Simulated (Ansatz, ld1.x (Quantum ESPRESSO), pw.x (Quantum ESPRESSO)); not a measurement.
## vanadium: does the PAW potential hold in the solid?

ld1.x (Quantum ESPRESSO) 7.5 input, shortened:

```
&input
   title='V', zed=23., rel=1, dft='PBE', iswitch=3,
   config='[Ar] 3d3 4s1.75 4p0.25'
 /
 &inputp
   pseudotype=3, lpaw=.true., tm=.true., lloc=-2, rcloc=1.20,
   nlcc=.true., new_core_ps=.true., rcore=1.50,
   which_augfun='PSQ', rmatch_augfun=1.35
 /
6
3S  1  0   2.00   0.00  1.25  1.65  0.0
4S  2  0   1.75   0.00  1.25  1.65  0.0
3P  2  1   6.00   0.00  1.45  1.55  0.0
4P  3  1   0.25   0.00  1.45  1.55  0.0
3D  3  2   3.00   0.00  1.95  2.25  0.0
3D  3  2   0.00   2.05  1.95  2.25  0.0
 &test
   configts(1)='3s2 3p6 3d3 4s1.75 4p0.25'
 /
```

Atomic tests: cutoffs needed: 35 Ry and 60 Ry (the cutoffs (Ry, on a coarse ladder) from which the occupation-weighted sum of valence levels, in a spherical-Bessel basis at the reference potential, stays within 10 and 1 mRy of its value at 400 Ry); ghost test: no extra level below or beside the all-electron valence levels (s, p, d, f tested) (spherical-Bessel basis up to 400 Ry, 20 bohr box); largest excitation error: -14 meV (all-electron minus pseudo) for 3s1 3p6 3d3 4s2 4p0, out of 7 test configurations.

Crystal test: sc V in pw.x 7.5, no spin, 13³ k-points, Fermi–Dirac smearing 0.01 Ry, cutoffs 75/600 Ry. The reference is all-electron LAPW (Ansatz 0.2.0) with the same functional, mesh and smearing; V0 and B0 come from Birch–Murnaghan fits to the pressures at five volumes. Errors are pseudo minus all-electron; Δ is the rms difference of the E(V) curves that follow from these fits, minima aligned, over ±6 % about the mean V0. Mesh and smearing are coarse, so the numbers serve the comparison and aren't converged zero-temperature values; the lattice is a test structure that the element need not adopt.

```json
{"V (Å³/atom)": "13.854", "P all-electron (GPa)": "8.87", "P pseudo (GPa)": "8.00"}
{"V (Å³/atom)": "14.218", "P all-electron (GPa)": "4.70", "P pseudo (GPa)": "3.93"}
{"V (Å³/atom)": "14.583", "P all-electron (GPa)": "1.01", "P pseudo (GPa)": "0.31"}
{"V (Å³/atom)": "14.948", "P all-electron (GPa)": "-2.25", "P pseudo (GPa)": "-2.87"}
{"V (Å³/atom)": "15.312", "P all-electron (GPa)": "-5.14", "P pseudo (GPa)": "-5.74"}
```

All-electron: a0 = 2.449 Å (V0 = 14.69 Å³/atom), B0 = 134.7 GPa.

Pseudopotential: mean pressure error (GPa): -0.71; a0 (Å): 2.445; a0 error (%): -0.17; B0 error (%): +0.0; Δ (meV/atom): 2.2.

At the middle volume, how do free energy and pressure move when the wave cutoff is lowered (ecutrho held at 600 Ry)?

| cutoff (Ry) | shift of F (meV/atom) | shift of P (GPa) |
| --- | --- | --- |
| 34 | +287.2 | -8.69 |
| 45 | +70.9 | -2.49 |
| 60 | +5.1 | -0.34 |

Input at the middle volume:

```
&control
  calculation='scf', prefix='x', pseudo_dir='./', outdir='./tmp', tstress=.true., disk_io='none'
/
&system
  ibrav=0, nat=1, ntyp=1, ecutwfc=75, ecutrho=600, nbnd=14,
  occupations='smearing', smearing='fd', degauss=0.01
/
&electrons
  conv_thr=1e-09, mixing_beta=0.4, electron_maxstep=70
/
ATOMIC_SPECIES
V 1.0 V.UPF
CELL_PARAMETERS angstrom
  2.44314340 0.00000000 0.00000000
  0.00000000 2.44314340 0.00000000
  0.00000000 0.00000000 2.44314340
ATOMIC_POSITIONS crystal
V 0.0000 0.0000 0.0000
K_POINTS automatic
13 13 13 0 0 0
```

```bash
pw.x < V.scf.in > V.scf.out
```

Lines of the output:

```
Message from routine setup:
     using ibrav=0 with symmetry is DISCOURAGED, use correct ibrav instead
     lattice parameter (alat)  =       4.6169  a.u.
     unit-cell volume          =      98.4110 (a.u.)^3
     number of electrons       =        13.00
     number of Kohn-Sham states=           14
     kinetic-energy cutoff     =      75.0000  Ry
     charge density cutoff     =     600.0000  Ry
     scf convergence threshold =      1.0E-09
     Exchange-correlation= SLA  PW   PBX  PBC
     number of k points=    84  Fermi-Dirac smearing, width (Ry)=  0.0100
     iteration #  1     ecut=    75.00 Ry     beta= 0.40
     total energy              =    -213.96703571 Ry
     estimated scf accuracy    <       0.03565392 Ry
     iteration #  2     ecut=    75.00 Ry     beta= 0.40
     total energy              =    -213.97480345 Ry
     estimated scf accuracy    <       0.00314253 Ry
     iteration #  3     ecut=    75.00 Ry     beta= 0.40
     total energy              =    -213.97530839 Ry
     estimated scf accuracy    <       0.00106853 Ry
     iteration #  4     ecut=    75.00 Ry     beta= 0.40
     total energy              =    -213.97544176 Ry
     estimated scf accuracy    <       0.00004191 Ry
     iteration #  5     ecut=    75.00 Ry     beta= 0.40
     c_bands:  1 eigenvalues not converged
     total energy              =    -213.97552949 Ry
     estimated scf accuracy    <       0.00001362 Ry
     iteration #  6     ecut=    75.00 Ry     beta= 0.40
     total energy              =    -213.97552371 Ry
     estimated scf accuracy    <       0.00001157 Ry
     iteration #  7     ecut=    75.00 Ry     beta= 0.40
     total energy              =    -213.97552586 Ry
     estimated scf accuracy    <       0.00000037 Ry
     iteration #  8     ecut=    75.00 Ry     beta= 0.40
     total energy              =    -213.97552625 Ry
     estimated scf accuracy    <          1.4E-09 Ry
     iteration #  9     ecut=    75.00 Ry     beta= 0.40
     total energy              =    -213.97552627 Ry
     estimated scf accuracy    <       0.00000002 Ry
     iteration # 10     ecut=    75.00 Ry     beta= 0.40
     total energy              =    -213.97552626 Ry
     estimated scf accuracy    <          2.9E-09 Ry
     iteration # 11     ecut=    75.00 Ry     beta= 0.40
     total energy              =    -213.97552626 Ry
     estimated scf accuracy    <          6.8E-09 Ry
     iteration # 12     ecut=    75.00 Ry     beta= 0.40
     the Fermi energy is    15.0975 ev
!    total energy              =    -213.97552627 Ry
     estimated scf accuracy    <          9.0E-12 Ry
     smearing contrib. (-TS)   =      -0.00587609 Ry
     The total energy is F=E-TS. E is the sum of the following terms:
     one-electron contribution =     -52.09643424 Ry
     hartree contribution      =      35.11093759 Ry
     xc contribution           =     -17.37191180 Ry
     ewald contribution        =    -103.85890782 Ry
     one-center paw contrib.   =     -75.75333390 Ry
     convergence has been achieved in  12 iterations
          total   stress  (Ry/bohr**3)                   (kbar)     P=        3.09
     Message from routine punch:
     Nothing written, as per user request (disk_io='none')
```

The run at the middle volume (84 k-points, 12 iterations) took about 26 s on one core of a shared host (Neoverse-V1, 32 threads, 247 GiB, load 29).
